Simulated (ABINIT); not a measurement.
# PbO2 (Fm-3m) in ABINIT: band structure with PBEsol

Aim: the band structure of PbO2 with PBEsol.

Program: ABINIT 10.8.3 (patched build). These are calculated values, not measurements. Logs are shortened: lines on timing, memory, paths and dates and some standing lists are left out, and cuts for length are marked. The log counts tension as positive stress, the text compression.

### Step 1. The structure

The structure is cubic, space group Fm-3m (No. 225). Conventional cell: a = 5.404 Å, b = 5.404 Å, c = 5.404 Å, α = 90.00°, β = 90.00°, γ = 90.00°. Pb (site symmetry m-3m) is surrounded by 8 O at 2.34 Å. O (site symmetry -43m) is surrounded by 4 Pb at 2.34 Å.

The cell comes from a database or a generator and needn't be the stable form of this composition.

### Step 2. Band structure, PBEsol

run.abi

```
ndtset 2

pp_dirpath "./"
pseudos "Pb.upf, O.upf"

acell 3*1.0
rprim
     0.0000000000     5.1060248709     5.1060248709
     5.1060248709     0.0000000000     5.1060248709
     5.1060248709     5.1060248709     0.0000000000
ntypat 2
znucl 82 8
natom 3
typat 1 2 2
xred
     0.0000000000     0.0000000000     0.0000000000
     0.7500000000     0.7500000000     0.7500000000
     0.2500000000     0.2500000000     0.2500000000

ecut 1142.878222 eV

ixc -116133

occopt 3
tsmear 0.05 eV

nstep 100

iomode 3
prtwf 0
prteig 0
prtebands 0
enunit 1
prtden1 1

kptopt1 1
ngkpt1 9 9 9
nshiftk1 1
shiftk1 0.0 0.0 0.0
nband1 17
tolvrs1 1.0e-10

iscf2 -2
getden2 1
nband2 23
nbdbuf2 4
tolwfr2 1.0e-11
kptopt2 -9
ndivsm2 5
prteig2 1
prtvol2 -3
kptbounds2
     0.0000000000     0.0000000000     0.0000000000
     0.5000000000     0.0000000000     0.5000000000
     0.5000000000     0.2500000000     0.7500000000
     0.3750000000     0.3750000000     0.7500000000
     0.0000000000     0.0000000000     0.0000000000
     0.5000000000     0.5000000000     0.5000000000
     0.6250000000     0.2500000000     0.6250000000
     0.5000000000     0.2500000000     0.7500000000
     0.5000000000     0.5000000000     0.5000000000
     0.3750000000     0.3750000000     0.7500000000
```

Potentials or basis: PseudoDojo NC SR PBEsol v0.4.1 standard.

On the command line:

```console
$ abinit run.abi > log 2>&1
```

run.abo:

```text
.Version 10.8.3 of ABINIT
 DATASET    1 : space group Fm -3 m (#225); Bravais cF (face-center cubic)
================================================================================
 Values of the parameters that define the memory need for DATASET  1.
     intxc =       0    ionmov =       0      iscf =       7    lmnmax =       6
     lnmax =       6     mgfft =      45  mpssoang =       3    mqgrid =    3001
     natom =       3  nloc_mem =       1    nspden =       1   nspinor =       1
    nsppol =       1      nsym =      48    n1xccc =    2501    ntypat =       2
    occopt =       3   xclevel =       2
       mpw =        3495          nfft =       91125          nkpt =          35
================================================================================
================================================================================

 DATASET    2 : space group Fm -3 m (#225); Bravais cF (face-center cubic)
================================================================================
 Values of the parameters that define the memory need for DATASET  2.
     intxc =       0    ionmov =       0      iscf =      -2    lmnmax =       6
     lnmax =       6     mgfft =      45  mpssoang =       3    mqgrid =    3001
     natom =       3  nloc_mem =       1    nspden =       1   nspinor =       1
    nsppol =       1      nsym =      48    n1xccc =    2501    ntypat =       2
    occopt =       3   xclevel =       2
       mpw =        3491          nfft =       91125          nkpt =          87
================================================================================
================================================================================

--------------------------------------------------------------------------------
------------- Echo of variables that govern the present computation ------------
--------------------------------------------------------------------------------
 -outvars: echo values of preprocessed input variables --------
            acell      1.0000000000E+00  1.0000000000E+00  1.0000000000E+00 Bohr
              amu      2.07200000E+02  1.59994000E+01
             ecut      4.20000000E+01 Hartree
           enunit           1
           getden1          0
           getden2          1
             iscf1          7
             iscf2         -2
              ixc     -116133
           jdtset        1    2
           kptopt1          1
           kptopt2         -9
         kptrlatt        9    0    0      0    9    0      0    0    9
          kptrlen1     6.49890866E+01
          kptrlen2     3.00000000E+01
            natom           3
            nband1         17
            nband2         23
           nbdbuf1          0
           nbdbuf2          4
           ndtset           2
           ndivsm1          0
           ndivsm2          5
            ngfft          45      45      45
             nkpt1         35
             nkpt2         87
            nstep         100
             nsym          48
           ntypat           2
           occopt           3
        prtebands           0
           prteig1          0
           prteig2          1
           prtvol1          0
           prtvol2         -3
            prtwf           0
            rprim      0.0000000000E+00  5.1060248709E+00  5.1060248709E+00
                       5.1060248709E+00  0.0000000000E+00  5.1060248709E+00
                       5.1060248709E+00  5.1060248709E+00  0.0000000000E+00
           shiftk1     0.00000000E+00  0.00000000E+00  0.00000000E+00
           shiftk2     5.00000000E-01  5.00000000E-01  5.00000000E-01
          spgroup         225
           tolvrs1     1.00000000E-10
           tolvrs2     0.00000000E+00
           tolwfr1     0.00000000E+00
           tolwfr2     1.00000000E-11
           tsmear      1.83746611E-03 Hartree
            typat      1  2  2
           xangst      0.0000000000E+00  0.0000000000E+00  0.0000000000E+00
                       4.0529879972E+00  4.0529879972E+00  4.0529879972E+00
                       1.3509959991E+00  1.3509959991E+00  1.3509959991E+00
            xcart      0.0000000000E+00  0.0000000000E+00  0.0000000000E+00
                       7.6590373063E+00  7.6590373063E+00  7.6590373063E+00
[... 191 lines left out ...]
 R(3)=  5.1060249  5.1060249  0.0000000  G(3)=  0.0979235  0.0979235 -0.0979235
 Unit cell volume ucvol=  2.6624335E+02 bohr^3
 Angles (23,13,12)=  6.00000000E+01  6.00000000E+01  6.00000000E+01 degrees

 getcut: wavevector=  0.0000  0.0000  0.0000  ngfft=  45  45  45
         ecut(hartree)=     42.000   => boxcut(ratio)=   2.08865
--------------------------------------------------------------------------------

================================================================================
 Non-SCF case, kpt    1 (  0.00000  0.00000  0.00000), residuals and eigenvalues=
  7.73E-12  6.17E-12  5.84E-12  7.27E-12  6.13E-12  4.26E-12  9.05E-12  9.60E-12
  6.82E-12  5.89E-12  3.08E-12  5.14E-12  9.17E-12  2.38E-12  1.85E-12  4.21E-12
  3.36E-12  6.01E-12  9.24E-12  3.36E-10  9.54E-07  4.88E-05  3.76E-04
 -5.2819E-01 -4.2540E-01 -4.2540E-01 -4.2540E-01 -4.2172E-01 -4.1653E-01
 -4.1653E-01  4.6698E-02  7.6202E-02  7.6202E-02  7.6202E-02  1.0485E-01
  1.0485E-01  1.0485E-01  4.0118E-01  4.0118E-01  4.0118E-01  5.7178E-01
  7.1595E-01  7.1595E-01  8.9145E-01  8.9155E-01  8.9223E-01
 Non-SCF case, kpt    2 (  0.03571  0.00000  0.03571), residuals and eigenvalues=
  5.30E-12  2.16E-12  6.51E-12  5.63E-12  8.64E-12  2.98E-12  4.03E-12  2.07E-12
  6.22E-12  4.60E-12  2.51E-12  8.34E-12  6.37E-12  3.79E-12  2.49E-12  2.32E-12
  3.10E-12  2.55E-12  5.74E-12  6.60E-12  4.10E-07  2.10E-05  6.29E-06
 -5.2766E-01 -4.3231E-01 -4.2529E-01 -4.2529E-01 -4.1657E-01 -4.1649E-01
 -4.1481E-01  4.0220E-02  7.3959E-02  7.3959E-02  7.6891E-02  1.0612E-01
[... 668 lines left out ...]
  7.97E-12  5.90E-12  1.98E-12  9.39E-12  7.60E-12  7.91E-12  4.42E-12  8.70E-12
  1.63E-12  3.64E-12  9.36E-12  3.93E-10  1.85E-09  9.51E-09  3.58E-07
 -4.9474E-01 -4.8386E-01 -4.1942E-01 -4.1760E-01 -4.1547E-01 -3.9421E-01
 -3.7219E-01 -1.4338E-01 -4.5511E-03  4.0252E-03  9.3943E-02  1.2807E-01
  1.4002E-01  2.2835E-01  4.2861E-01  4.6925E-01  5.2728E-01  5.2830E-01
  7.3396E-01  7.9339E-01  8.0383E-01  8.3194E-01  9.2147E-01
 Non-SCF case, kpt   87 (  0.37500  0.37500  0.75000), residuals and eigenvalues=
  4.14E-12  4.38E-12  2.48E-12  6.50E-12  4.61E-12  4.85E-12  4.25E-12  4.43E-12
  5.04E-12  3.10E-12  5.52E-12  2.84E-12  6.76E-12  8.36E-12  5.44E-12  2.51E-12
  1.70E-12  3.22E-12  4.36E-12  6.67E-12  4.17E-11  1.19E-10  8.89E-08
 -4.9513E-01 -4.8309E-01 -4.1971E-01 -4.1715E-01 -4.1536E-01 -3.9684E-01
 -3.6835E-01 -1.4646E-01 -7.1865E-03 -8.8414E-05  1.0119E-01  1.3097E-01
  1.4118E-01  2.2597E-01  4.2253E-01  4.7254E-01  5.2399E-01  5.3198E-01
  7.4359E-01  7.8605E-01  7.9812E-01  8.3123E-01  9.3722E-01

--- !ResultsGS
iteration_state: {dtset: 2, }
comment   : Summary of ground state results
lattice_vectors:
- [  0.0000000,   5.1060249,   5.1060249, ]
- [  5.1060249,   0.0000000,   5.1060249, ]
- [  5.1060249,   5.1060249,   0.0000000, ]
lattice_lengths: [   7.22101,    7.22101,    7.22101, ]
lattice_angles: [ 60.000,  60.000,  60.000, ] # degrees, (23, 13, 12)
lattice_volume:   2.6624335E+02
convergence: {deltae:  0.000E+00, res2:  0.000E+00, residm:  9.980E-12, diffor:  0.000E+00, }
etotal    :  -1.03159054E+02
entropy   :   0.00000000E+00
fermie    :   1.48940804E-01
cartesian_stress_tensor: null
pressure_GPa: null
xred      :
- [  0.0000E+00,   0.0000E+00,   0.0000E+00, Pb]
- [  7.5000E-01,   7.5000E-01,   7.5000E-01,  O]
- [  2.5000E-01,   2.5000E-01,   2.5000E-01,  O]
cartesian_forces: null
force_length_stats: {min: null, max: null, mean: null, }
...

 Integrated electronic density in atomic spheres:
 ------------------------------------------------
 Atom  Sphere_radius  Integrated_density
    1        2.00000          9.94054821
    2        2.00000          6.02584182
    3        2.00000          6.02584182
================================================================================

 ----iterations are completed or convergence reached----

 Mean square residual over all n,k,spin=   49.220E-13; max=  99.805E-13
 reduced coordinates (array xred) for    3 atoms
       0.000000000000      0.000000000000      0.000000000000
       0.750000000000      0.750000000000      0.750000000000
       0.250000000000      0.250000000000      0.250000000000

 cartesian coordinates (angstrom) at end:
    1      0.00000000000000     0.00000000000000     0.00000000000000
    2      4.05298799722672     4.05298799722672     4.05298799722672
    3      1.35099599907557     1.35099599907557     1.35099599907558
 length scales=  1.000000000000  1.000000000000  1.000000000000 bohr
              =  0.529177210544  0.529177210544  0.529177210544 angstroms
 Eigenvalues (   eV  ) for nkpt=  87  k points:
 kpt#   1, nband= 23, wtk=  1.00000, kpt=  0.0000  0.0000  0.0000 (reduced coord)
 -14.37271  -11.57580  -11.57580  -11.57580  -11.47566  -11.33422  -11.33422    1.27072
   2.07357    2.07357    2.07357    2.85309    2.85309    2.85309   10.91662   10.91662
  10.91662   15.55902   19.48194   19.48194   24.25772   24.26037   24.27894
 kpt#   2, nband= 23, wtk=  1.00000, kpt=  0.0357  0.0000  0.0357 (reduced coord)
 -14.35838  -11.76364  -11.57282  -11.57282  -11.33550  -11.33340  -11.28755    1.09445
   2.01254    2.01254    2.09232    2.88760    2.88760    3.00340   10.83278   10.97051
  10.97051   15.70469   19.44214   19.49109   24.24030   24.24167   24.29592
 kpt#   3, nband= 23, wtk=  1.00000, kpt=  0.0714  0.0000  0.0714 (reduced coord)
 -14.31573  -11.99011  -11.56398  -11.56398  -11.33927  -11.33098  -11.06035    0.68567
   1.85376    1.85376    2.14806    2.97004    2.97004    3.33544   10.61353   11.12796
  11.12796   16.10121   19.32811   19.51847   24.18802   24.19027   24.41993
 kpt#   4, nband= 23, wtk=  1.00000, kpt=  0.1071  0.0000  0.1071 (reduced coord)
 -14.24582  -12.21172  -11.54965  -11.54965  -11.34544  -11.32707  -10.83769    0.18031
   1.63517    1.63517    2.23909    3.07115    3.07115    3.71652   10.32510   11.37732
  11.37732   16.64495   19.17372   19.56389   24.09799   24.09949   24.65003
 kpt#   5, nband= 23, wtk=  1.00000, kpt=  0.1429  0.0000  0.1429 (reduced coord)
[... 317 lines left out ...]
   0.09646    0.41199    2.12173    3.27678    3.60236    6.33820   11.62400   12.84283
  14.08153   14.92791   19.51994   22.09511   22.25169   22.40404   23.74806
 kpt#  85, nband= 23, wtk=  1.00000, kpt=  0.4028  0.4028  0.6944 (reduced coord)
 -13.47057  -13.16141  -11.40502  -11.38366  -11.30397  -10.70628  -10.20923   -3.76045
  -0.02517    0.24951    2.34394    3.38861    3.73014    6.27621   11.69324   12.77366
  14.23925   14.57025   19.72993   21.82996   22.05559   22.57834   24.44702
 kpt#  86, nband= 23, wtk=  1.00000, kpt=  0.3889  0.3889  0.7222 (reduced coord)
 -13.46250  -13.16648  -11.41310  -11.36350  -11.30563  -10.72699  -10.12768   -3.90147
  -0.12384    0.10953    2.55633    3.48483    3.81015    6.21372   11.66298   12.76891
  14.34789   14.37566   19.97212   21.58935   21.87345   22.63826   25.07437
 kpt#  87, nband= 23, wtk=  1.00000, kpt=  0.3750  0.3750  0.7500 (reduced coord)
 -13.47326  -13.14559  -11.42083  -11.35124  -11.30247  -10.79845  -10.02318   -3.98543
  -0.19555   -0.00241    2.75350    3.56401    3.84179    6.14905   11.49772   12.85853
  14.25843   14.47580   20.23398   21.38956   21.71803   22.61902   25.50314

== END DATASET(S) ==============================================================
================================================================================

 -outvars: echo values of variables after computation  --------
            acell      1.0000000000E+00  1.0000000000E+00  1.0000000000E+00 Bohr
           etotal1    -1.0315905443E+02
            fcart1    -4.3945556005E-30 -4.3945556005E-30  4.3945556005E-30
                       8.7891112011E-30 -4.3945556005E-30  4.3945556005E-30
                      -4.3945556005E-30  8.7891112011E-30 -8.7891112011E-30
            rprim      0.0000000000E+00  5.1060248709E+00  5.1060248709E+00
                       5.1060248709E+00  0.0000000000E+00  5.1060248709E+00
                       5.1060248709E+00  5.1060248709E+00  0.0000000000E+00
           strten1     1.6311488324E-04  1.6311488324E-04  1.6311488324E-04
                       0.0000000000E+00  0.0000000000E+00  0.0000000000E+00
           xangst      0.0000000000E+00  0.0000000000E+00  0.0000000000E+00
                       4.0529879972E+00  4.0529879972E+00  4.0529879972E+00
                       1.3509959991E+00  1.3509959991E+00  1.3509959991E+00
             xred      0.0000000000E+00  0.0000000000E+00  0.0000000000E+00
                       7.5000000000E-01  7.5000000000E-01  7.5000000000E-01
                       2.5000000000E-01  2.5000000000E-01  2.5000000000E-01
 Calculation completed.
```

Wall time 3.4 min (1 thread of Arm Neoverse V1, shared host); peak memory 0.18 GiB.

What came out:

```
Free energy                                           : -2807.1009 eV
Pressure                                              : -4.8 GPa
Band gap on the k mesh                                : none (metal or under the smearing width)
Valence electrons inside the program's atomic spheres : Pb 9.94; O 6.03
```

Levels at the corners of the path, in eV from the Fermi level:
```
point  band 10  band 11  band 12  band 13  band 14  band 15  band 16  band 17
    Γ    -1.98    -1.98    -1.20    -1.20    -1.20     6.86     6.86     6.86
    X    -4.51    -0.21    -0.14    -0.14     1.60     6.08     9.23    10.70
    W    -2.59    -2.59    -0.36     0.02     2.19     8.41     8.41     9.02
    K    -4.06    -1.30    -0.49    -0.21     2.10     7.44     8.81    10.21
    Γ    -1.98    -1.98    -1.20    -1.20    -1.20     6.86     6.86     6.86
    L    -2.78    -2.78    -1.42    -1.42     2.54     7.03     9.38     9.38
    U    -4.06    -1.30    -0.49    -0.21     2.10     7.44     8.81    10.21
    W    -2.59    -2.59    -0.36     0.02     2.19     8.41     8.41     9.02
    L    -2.78    -2.78    -1.42    -1.42     2.54     7.03     9.38     9.38
    K    -4.06    -1.30    -0.49    -0.21     2.10     7.44     8.81    10.21
```

Caveat: spin-orbit coupling is left out, which moves the levels of the heavy elements.
